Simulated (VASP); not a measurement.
# ScAlN2 (I4_1/amd) in VASP: a series of runs

One crystal, ScAlN2, is run at these levels: PBE; tasks: single point.

Program: VASP 6.6.1. These are calculated values, not measurements. Logs are shortened: lines on timing, memory, paths and dates and some standing lists are left out, and cuts for length are marked.

## 1. Starting point

Symmetry: I4_1/amd, No. 141, tetragonal system. Conventional cell: a = 4.399 Å, b = 4.399 Å, c = 8.397 Å, α = 90.00°, β = 90.00°, γ = 90.00°. Around Sc (site symmetry -4m2) lie 6 N at 2.20 Å. Al (site symmetry -4m2) is surrounded by 6 N at 1.99 to 2.20 Å. N (site symmetry 2mm) is surrounded by 3 Al at 1.99 to 2.20 Å and 3 Sc at 2.20 Å.

The cell comes from a database or a generator and needn't be the stable form of this composition.

## 2. Single point, PBE

Input file INCAR:

```
PREC     = Accurate       # precision mode
ENCUT    = 460            # plane-wave cutoff, eV
EDIFF    = 1E-7           # SCF threshold, eV
ISMEAR   = 0              # smearing method
SIGMA    = 0.05           # smearing width, eV
LREAL    = False          # projectors in reciprocal space
LASPH    = True           # aspherical terms in the spheres
NELM     = 100            # most SCF steps
ALGO     = Normal         # electronic algorithm
ISIF     = 2              # what is computed and relaxed
LWAVE    = False          # write WAVECAR
LCHARG   = False          # write CHGCAR
GGA      = PE             # functional
ADDGRID  = False
```

Input file KPOINTS:

```
regular mesh
0
Gamma
  6 6 6
```

Input file POSCAR:

```
ScAlN2
1.0
   -2.1994840000      2.1994840000      4.1986215000
    2.1994840000     -2.1994840000      4.1986215000
    2.1994840000      2.1994840000     -4.1986215000
Sc Al N
2 2 4
Direct
    0.0000000000      0.0000000000      0.0000000000
    0.7500000000      0.2500000000      0.5000000000
    0.5000000000      0.5000000000      0.0000000000
    0.2500000000      0.7500000000      0.5000000000
    0.7375140000      0.7375140000      0.0000000000
    0.0124860000      0.5124860000      0.5000000000
    0.2624860000      0.2624860000      0.0000000000
    0.4875140000      0.9875140000      0.5000000000
```

Potentials or basis: VASP PAW PBE potentials, release 64 (Sc_sv, Al, N).

Started as:

```sh
$ cat potpaw_PBE.64/Sc_sv/POTCAR potpaw_PBE.64/Al/POTCAR potpaw_PBE.64/N/POTCAR > POTCAR
$ mpirun -np 1 vasp_std > vasp.out
```

OUTCAR:

```text
PREC = Accurate
   ENCUT = 460
   EDIFF = 1E-7
   ISMEAR = 0
   LREAL = False
   LASPH = True
   NELM = 100
   ISIF = 2
   GGA = PE

 Found     30 irreducible k-points:

 Following reciprocal coordinates:
            Coordinates               Weight
  0.000000  0.000000  0.000000      1.000000
  0.166667  0.000000 -0.000000      8.000000
  0.333333  0.000000  0.000000      8.000000
  0.500000 -0.000000  0.000000      4.000000
  0.166667  0.166667  0.000000      8.000000
  0.333333  0.166667 -0.000000     16.000000
   k-points           NKPTS =     30   k-points in BZ     NKDIM =     30   number of bands    NBANDS=     29
   number of dos      NEDOS =    301   number of ions     NIONS =      8
   total plane-waves  NPLWV =  64000
   dimension x,y,z NGX =    40 NGY =   40 NGZ =   40
   dimension x,y,z NGXF=    80 NGYF=   80 NGZF=   80
   ions per type =               2   2   4
   NGX,Y,Z   is equivalent  to a cutoff of  12.73, 12.73, 12.73 a.u.
   NGXF,Y,Z  is equivalent  to a cutoff of  25.45, 25.45, 25.45 a.u.
 SYSTEM =  unknown system
   PREC   = accura    normal or accurate (medium, high low for compatibility)
   ISTART =      0    job   : 0-new  1-cont  2-samecut
   ICHARG =      2    charge: 1-file 2-atom 10-const
   ISPIN  =      1    spin polarized calculation?
   LNONCOLLINEAR =      F non collinear calculations
   LSORBIT =      F    spin-orbit coupling
   LASPH  =      T    aspherical Exc in radial PAW
   ENCUT  =  460.0 eV  33.81 Ry    5.81 a.u.   9.14  9.14  9.14*2*pi/ulx,y,z
   NELM   =    100;   NELMIN=  2; NELMDL= -5     # of ELM steps
   EDIFF  = 0.1E-06   stopping-criterion for ELM
   LREAL  =      F    real-space projection
   EDIFFG = 0.1E-05   stopping-criterion for IOM
   NSW    =      0    number of steps for IOM
   IBRION =     -1    ionic relax: 0-MD 1-quasi-New 2-CG
   NFREE  =      0    steps in history (QN), initial steepest desc. (CG)
   ISIF   =      2    stress and relaxation
   ISYM   =      2    0-nonsym 1-usesym 2-fastsym
   POTIM  = 0.5000    time-step for ionic-motion
   TEBEG  =    0.0;   TEEND  =   0.0 temperature during run
   PSTRESS=    0.0 pullay stress
   NELECT =      48.0000    total number of electrons
   NUPDOWN=      -1.0000    fix difference up-down
   EMIN   =  10.00;   EMAX   =-10.00  energy-range for DOS
   EFERMI =   0.00;   METHOD = LEGACY
   ISMEAR =     0;   SIGMA  =   0.05  broadening in eV -4-tet -1-fermi 0-gaus
   EFERMI_NEDOS =   21; number of points for ismear=-14 and -15
   IALGO  =     38    algorithm
   IMIX   =      4    mixing-type and parameters
     AMIX     =   0.40;   BMIX     =  1.00
     AMIX_MAG =   1.60;   BMIX_MAG =  1.00
  volume/ion in A,a.u.               =      10.16        68.54
  Fermi-wavevector in a.u.,A,eV,Ry     =   1.373681  2.595880 25.674176  1.886999
  Thomas-Fermi vector in A             =   2.499176
   LORBIT       =      0    0 simple, 1 ext, 2 COOP (PROOUT), +10 PAW based schemes
   GGA     = PE    functional components
   LHFCALC =     F    Hartree Fock is set to
   AEXX    =    0.0000 exact exchange contribution
   IVDW    =     0    specifies the selected vdW correction
   LEPSILON=     F    determine dielectric tensor
   LRPA    =     F    only Hartree local field effects (RPA)
 non-spin polarized calculation
 Gauss-broadening in eV      SIGMA  =   0.05
  energy-cutoff  :      460.00
  volume of cell :       81.25
 maximum number of plane-waves:      1854
 NGX is ok and might be reduce to    40
   NGX = 19   NGY = 19   NGZ = 19

 number of electron      48.0000001 magnetization

 Free energy of the ion-electron system (eV)
  ---------------------------------------------------
  ext. energy  EPLUGINS =         0.00000000
  ---------------------------------------------------
  free energy    TOTEN  =       -64.86096479 eV

  energy without entropy =      -64.86096479  energy(sigma->0) =      -64.86096479

 E-fermi :   7.4719     XC(G=0): -11.9279

 val. band max:        7.2630506418   @ k =   0.0000   0.0000   0.0000
 cond. band min:       8.2183818174   @ k =   0.5000   0.5000   0.5000
 fundamental gap:      0.9553311756
 Fermi energy:         7.4719126204

 k-point     1 :       0.0000    0.0000    0.0000
  band No.  band energies     occupation
      1     -40.9206      2.00000
      2     -40.8145      2.00000
      3     -19.8236      2.00000
      4     -19.6704      2.00000
      5     -19.6704      2.00000
      6     -19.5131      2.00000
      7     -19.5131      2.00000
      8     -19.4573      2.00000
      9      -8.2819      2.00000
     10      -5.8573      2.00000
     11      -5.7326      2.00000
     12      -5.6324      2.00000
     13       2.5393      2.00000
     14       2.6701      2.00000
     15       2.6701      2.00000
     16       3.2136      2.00000
     17       3.2690      2.00000
     18       3.2690      2.00000
     19       4.0496      2.00000
     20       6.0620      2.00000
     21       6.0620      2.00000
     22       6.8129      2.00000
     23       7.2631      2.00000
     24       7.2631      2.00000
     25       8.3148      0.00000
     26      10.1035      0.00000
     27      10.1035      0.00000
     28      11.0364      0.00000
     29      11.1332      0.00000

 k-point     2 :       0.1667    0.0000   -0.0000
  band No.  band energies     occupation
      1     -40.9153      2.00000
      2     -40.8196      2.00000
      3     -19.8260      2.00000
      4     -19.6999      2.00000
      5     -19.6777      2.00000
      6     -19.5145      2.00000
      7     -19.5047      2.00000
      8     -19.4472      2.00000
      9      -8.0724      2.00000
     10      -5.9886      2.00000
     11      -5.7307      2.00000
     12      -5.5382      2.00000
     13       2.0055      2.00000
     14       2.4995      2.00000
     15       2.5630      2.00000
     16       2.7465      2.00000
     17       3.4998      2.00000
     18       4.1484      2.00000
     19       4.6463      2.00000
     20       5.6075      2.00000
     21       5.7617      2.00000
     22       6.1104      2.00000
     23       6.7308      2.00000
     24       7.0096      2.00000
     25       9.0048      0.00000
     26       9.9630      0.00000
     27      10.2058      0.00000
     28      11.3188      0.00000
     29      11.5017      0.00000

 k-point     3 :       0.3333    0.0000    0.0000
  band No.  band energies     occupation
      1     -40.9023      2.00000
      2     -40.8321      2.00000
      3     -19.8329      2.00000
      4     -19.7543      2.00000
      5     -19.6904      2.00000
      6     -19.5084      2.00000
      7     -19.4898      2.00000
      8     -19.4375      2.00000
      9      -7.5121      2.00000
     10      -6.1584      2.00000
     11      -6.0371      2.00000
     12      -5.2922      2.00000
     13       1.7570      2.00000
     14       2.2786      2.00000
     15       2.3869      2.00000
     16       2.5980      2.00000
     17       3.8567      2.00000
     18       4.2788      2.00000
     19       4.6335      2.00000
     20       4.9750      2.00000
     21       5.5012      2.00000
     22       5.5273      2.00000
     23       6.4235      2.00000
     24       6.4763      2.00000
     25       9.6704      0.00000
     26      10.3511      0.00000
     27      10.5720      0.00000
     28      11.7246      0.00000
     29      11.9758      0.00000

 k-point     4 :       0.5000   -0.0000    0.0000
  band No.  band energies     occupation
      1     -40.8935      2.00000
      2     -40.8406      2.00000
      3     -19.8359      2.00000
      4     -19.7819      2.00000
      5     -19.6961      2.00000
      6     -19.4995      2.00000
      7     -19.4830      2.00000
      8     -19.4382      2.00000
      9      -6.8526      2.00000
     10      -6.6976      2.00000
     11      -6.1197      2.00000
     12      -5.1734      2.00000
     13       1.7931      2.00000
     14       2.1908      2.00000
     15       2.5134      2.00000
     16       2.7854      2.00000
     17       3.1859      2.00000
     18       4.0116      2.00000
     19       4.4200      2.00000
     20       4.7328      2.00000
     21       5.6253      2.00000
     22       5.9430      2.00000
     23       6.1204      2.00000
     24       6.2569      2.00000
     25       9.5710      0.00000
     26      11.1298      0.00000
     27      11.2297      0.00000
     28      11.7509      0.00000
     29      11.8356      0.00000

 k-point     5 :       0.1667    0.1667    0.0000
  band No.  band energies     occupation
      1     -40.9072      2.00000
      2     -40.8275      2.00000
      3     -19.8191      2.00000
      4     -19.7394      2.00000
      5     -19.6834      2.00000
      6     -19.5242      2.00000
      7     -19.4788      2.00000
      8     -19.4476      2.00000
      9      -7.7859      2.00000
     10      -6.1427      2.00000
     11      -5.7471      2.00000
     12      -5.5026      2.00000
     13       1.4861      2.00000
     14       2.1739      2.00000
     15       2.5261      2.00000
     16       3.4316      2.00000
     17       3.5718      2.00000
     18       4.7571      2.00000
     19       4.9196      2.00000
     20       5.1756      2.00000
     21       5.2202      2.00000
     22       5.6724      2.00000
     23       6.5220      2.00000
     24       6.5262      2.00000
     25       9.5479      0.00000
     26       9.8596      0.00000
     27      10.0466      0.00000
     28      11.3235      0.00000
     29      11.9594      0.00000

 k-point     6 :       0.3333    0.1667   -0.0000
  band No.  band energies     occupation
      1     -40.8935      2.00000
      2     -40.8405      2.00000
      3     -19.8269      2.00000
      4     -19.7892      2.00000
      5     -19.6870      2.00000
      6     -19.5381      2.00000
      7     -19.4557      2.00000
      8     -19.4374      2.00000
      9      -7.1865      2.00000
     10      -6.2598      2.00000
     11      -6.0085      2.00000
     12      -5.3765      2.00000
     13       1.1366      2.00000
     14       1.9476      2.00000
     15       2.6105      2.00000
     16       3.3808      2.00000
     17       3.6186      2.00000
     18       4.1951      2.00000
     19       4.7560      2.00000
     20       4.9562      2.00000
     21       5.3113      2.00000
     22       5.6605      2.00000
     23       5.9494      2.00000
     24       6.3030      2.00000
     25       9.7149      0.00000
     26      10.3704      0.00000
     27      10.6467      0.00000
     28      11.6321      0.00000
     29      12.0746      0.00000

 [... further k-points ...]

------------------------ aborting loop because EDIFF is reached ----------------------------------------

  FORCE on cell =-STRESS in cart. coord.  units (eV):
  Direction    XX          YY          ZZ          XY          YZ          ZX
  --------------------------------------------------------------------------------------
  -------------------------------------------------------------------------------------
  Total       -0.2884853     -0.2884853     -0.2847391      0.0000000      0.0000000      0.0000000
  in kB       -5.6888687     -5.6888687     -5.6149948      0.0000000      0.0000000      0.0000000
  external PRESSURE =      -5.6642441 kB  Pullay stress =       0.0000000 kB

 VOLUME and BASIS-vectors are now :
 -----------------------------------------------------------------------------
  energy-cutoff  :      460.00
  volume of cell :       81.25
      direct lattice vectors                 reciprocal lattice vectors
    -2.199484000  2.199484000  4.198621500     0.000000000  0.227326046  0.119086705
     2.199484000 -2.199484000  4.198621500     0.227326046  0.000000000  0.119086705
     2.199484000  2.199484000 -4.198621500     0.227326046  0.227326046  0.000000000

 POSITION                                       TOTAL-FORCE (eV/Angst)
 -----------------------------------------------------------------------------------
      0.00000      0.00000      0.00000         0.000000      0.000000     -0.000000
      0.00000      2.19948      2.09931         0.000000      0.000000     -0.000000
      0.00000      0.00000      4.19862         0.000000      0.000000     -0.000000
      2.19948      0.00000      2.09931         0.000000      0.000000     -0.000000
      0.00000      0.00000      6.19308         0.000000     -0.000000      0.003408
      2.19948      0.00000      0.10485        -0.000000      0.000000     -0.003408
      0.00000      0.00000      2.20416         0.000000     -0.000000     -0.003408
      2.19948      0.00000      4.09377        -0.000000      0.000000      0.003408
 -----------------------------------------------------------------------------------
    total drift:                               -0.000000      0.000000     -0.000000

  FREE ENERGIE OF THE ION-ELECTRON SYSTEM (eV)
  ---------------------------------------------------
  free  energy   TOTEN  =       -64.8609647904 eV

  energy  without entropy=      -64.8609647904  energy(sigma->0) =      -64.86096479
```

Run time: 90 s. Hardware: 1 thread of AMD EPYC 7R13 (Zen 3), shared host; peak memory 0.23 GiB.

These settings aren't checked as converged: the numbers below hold their error.

What came out:

* Free energy: -64.8610 eV
* Pressure: -0.6 GPa
* Largest force: 0.003 eV/Å
* Band gap on the k mesh: 0.96 eV, indirect (least direct gap 1.05 eV)

Caveat: the cutoff is under 1.25 times the usual one of these potentials, so pressure, stress and relaxed cells hold a basis-set (Pulay) error.

## 3. Single point, PBE

INCAR, as its differences from that of step 2:

```diff
@@ -1,3 +1,3 @@
-PREC     = Accurate       # precision mode
-ENCUT    = 460            # plane-wave cutoff, eV
+PREC     = Low            # precision mode
+ENCUT    = 520            # plane-wave cutoff, eV
 EDIFF    = 1E-7           # SCF threshold, eV
```

KPOINTS is that of step 2.

POSCAR is that of step 2.

Potentials or basis: VASP PAW PBE potentials, release 64 (Sc_sv, Al, N).

Started as:

```sh
$ cat potpaw_PBE.64/Sc_sv/POTCAR potpaw_PBE.64/Al/POTCAR potpaw_PBE.64/N/POTCAR > POTCAR
$ mpirun -np 1 vasp_std > vasp.out
```

It took 53 s on 1 thread of AMD EPYC 7R13 (Zen 3), shared host; peak memory 0.14 GiB.

The run converged, but some of its settings lie outside the range that counts as converged, so its numbers aren't taken as properties of the crystal.

What came out:

- Free energy: -64.8546 eV
- Pressure: 0.0 GPa
- Band gap on the k mesh: 0.96 eV, indirect (least direct gap 1.05 eV)
